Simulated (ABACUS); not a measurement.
Crystal: K.

```
K
1.0
    -2.69756    2.69756    2.69756
     2.69756   -2.69756    2.69756
     2.69756    2.69756   -2.69756
K
1
Direct
  0.00000 0.00000 0.00000
```

- Program: ABACUS 3.10.1
- Task: single point
- Functional: PBE
- Potentials or basis: PseudoDojo NC SR 0.4.1 PBE standard
- Cutoff: 1361 eV
- Density cutoff: 5442 eV
- Basis: DZP LCAO (the cutoffs set its grid)
- k mesh: 7 × 7 × 7
- Occupations: fermi-dirac, width 0.05 eV
- Spin: no spin polarisation

On this cell: pressure -0.6 GPa; band gap on the k mesh none (metal or under the smearing width).

The same run follows on a disturbed copy (cell strained at random at fixed volume):

```
K
1.0
    -2.62910    2.66761    2.60007
     2.71869   -2.74448    2.76653
     2.66008    2.77546   -2.67695
K
1
Direct
  0.99632 0.99168 0.00721
```

Q: What does the disturbed cell give?

A: The energy (extrapolated to zero smearing) moves by +1.9 meV/atom; pressure -0.6 GPa; band gap on the k mesh none (metal or under the smearing width).

Stress tensor (GPa, compression positive):
```
-0.56 -0.05 -0.12
-0.05 -0.55  0.11
-0.12  0.11 -0.57
```

Caveats: the atomic orbitals were generated for these runs and aren't a published set; the basis of atomic orbitals isn't converged, which shifts pressures, moduli and gaps.
